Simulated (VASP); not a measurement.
Here is a VASP 6.6.1 calculation.

File INCAR:

```
SYSTEM = SiC
PREC = Accurate ; ENCUT = 600
EDIFF = 1E-7 ; ISMEAR = 0
SIGMA = 0.02 ; LREAL = .FALSE.
LASPH = .TRUE. ; NELM = 60
ALGO = Normal ; ISIF = 3
LWAVE = .FALSE. ; LCHARG = .FALSE.
METAGGA = R2SCAN ; LMIXTAU = .TRUE.
IBRION = 2 ; NSW = 90
EDIFFG = -0.005
```

File KPOINTS:

```
regular mesh
0
G
  10 10 10
  0 0 0
```

POSCAR

```
SiC
1.0
    0.0000000000      2.1769966200      2.1769966200
    2.1769966200      0.0000000000      2.1769966200
    2.1769966200      2.1769966200      0.0000000000
Si C
1 1
Direct
    0.7500000000      0.7500000000      0.7500000000
    0.0000000000      0.0000000000      0.0000000000
```

Potentials or basis: VASP PAW PBE potentials, release 64 (Si, C).

Command:

```sh
$ cat potpaw_PBE.64/Si/POTCAR potpaw_PBE.64/C/POTCAR > POTCAR
$ mpirun -np 1 vasp_std > vasp.out
```

(1) What does it give for the band gap on the k mesh?

Answers

(1) 1.72 eV, indirect (least direct gap 5.06 eV).

Caveat: the relaxation stopped at its first step, so nothing moved.
